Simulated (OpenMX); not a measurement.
Runs of OpenMX 3.8.5 on Al. The structure is hexagonal, space group P6_3/mmc (No. 194). Conventional cell: a = 2.812 Å, b = 2.812 Å, c = 4.867 Å, α = 90.00°, β = 90.00°, γ = 120.00°. Al (site symmetry -6m2) is surrounded by 12 Al at 2.81 to 2.93 Å. This isn't the form of Al at room conditions, which is fcc.

```csv
level,gap on the mesh (eV),pressure (GPa)
PBE+D4,none,(a)
PBE+D3(BJ),none,-4.4
PBE+D3,none,-2.9
PBE,none,-1.1
```

Alike in all rows: task single point; potentials or basis OpenMX 2013 PBE set, Al7.0-s2p2d1, grid cutoff 300 Ry; no spin polarisation; cell as given; k mesh 9 × 9 × 5; smearing fermi-dirac 0.05 eV.

Problem. Fill in the values left out.

Solution. (a) -4.2.

Caveats: the basis of atomic orbitals isn't converged, which shifts pressures, moduli and gaps; pairwise dispersion overbinds metals, which lowers pressure and volume (some runs).

A gap of «none» marks a metal or a gap under the smearing width.
